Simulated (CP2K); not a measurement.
Crystal: MoS2.

```
Mo S
1.0
     6.41491    0.00000    0.00000
     5.63659    3.06265    0.00000
     5.63659    1.43243    2.70702
Mo S
1 2
Direct
  0.00000 0.00000 0.00000
  0.41700 0.41700 0.41700
  0.25000 0.25000 0.25000
```

Measurements of this composition are mostly on another form, of space group No. 194.

Base run:

| Property | Result |
| --- | --- |
| Program | CP2K 2026.2 |
| Functional | r2SCAN |
| Dispersion | D3(BJ) |
| Potentials or basis | POTENTIAL_UZH Mo GTH-SCAN-q14, S GTH-SCAN-q6; TZVP-MOLOPT-SCAN-GTH basis |
| Density cutoff | 9184 eV |
| k mesh | 10 × 10 × 10 |
| Occupations | fermi-dirac, width 0.05 eV |
| Spin | no spin polarisation |

Its results: band gap on the k mesh 1.08 eV, indirect (least direct gap 2.11 eV); pressure 3.7 GPa; largest force 0.580 eV/Å.

Question: The run is repeated on the same cell with these changes: dispersion from D3(BJ) to rVV10. What comes out?

Answer: Band gap on the k mesh 1.06 eV, indirect (least direct gap 2.11 eV); pressure 4.7 GPa; largest force 0.640 eV/Å.

Caveats: the basis of atomic orbitals isn't converged, which shifts pressures, moduli and gaps.

A k mesh can miss the band edges.
